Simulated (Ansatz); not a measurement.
Wurtzite RbBr (it has left that coordination), relaxed with r2SCAN. It is hexagonal, P6_3/mmc (No. 194); a = 5.890 Å, c = 6.870 Å in the conventional setting, 51.61 Å³ an atom. Rb is surrounded by 5 Br at 3.40–3.44 Å; Br is surrounded by 5 Rb at 3.40–3.44 Å. The cell started from the wurtzite prototype, but the relaxation took it to the higher symmetry P6_3/mmc (No. 194), so the name no longer describes it.

3 runs of the PAW code Ansatz on this cell differ in the functional (and in the settings that go with it). Levels are in eV from each run's valence top; v1 is the last filled band, c1 the first empty one.

Run A, mean stress -1.2 GPa (compression positive):
```tsv
point	v4	v3	v2	v1	c1	c2
Γ	-0.38	-0.28	-0.28	0.00	3.77	6.61
M	-0.33	-0.29	-0.16	-0.12	5.59	5.85
K	-0.39	-0.23	-0.23	-0.10	5.41	5.61
A	-0.35	-0.35	-0.35	-0.35	4.96	4.96
```

Run B, mean stress +0.3 GPa (compression positive):
```tsv
point	v4	v3	v2	v1	c1	c2
Γ	-0.36	-0.27	-0.27	0.00	4.06	6.83
M	-0.32	-0.27	-0.15	-0.12	5.79	6.16
K	-0.37	-0.22	-0.22	-0.10	5.61	5.86
A	-0.33	-0.33	-0.33	-0.33	5.21	5.21
```

Run C, mean stress 0.0 GPa (compression positive):
```tsv
point	v4	v3	v2	v1	c1	c2
Γ	-0.36	-0.27	-0.27	0.00	4.65	7.61
M	-0.33	-0.27	-0.15	-0.12	6.25	6.89
K	-0.38	-0.22	-0.22	-0.10	6.08	6.37
A	-0.33	-0.33	-0.33	-0.33	5.80	5.80
```

**Question.** Match the runs to LDA, PBE, r2SCAN.

**Answer.** A is LDA, B is PBE, C is r2SCAN. In order of the gap: LDA 3.77, PBE 4.06, r2SCAN 4.65 eV.

Simulation only: spin-unpolarised, and no claim that this is the phase found in nature.

Spin-orbit coupling is left out.
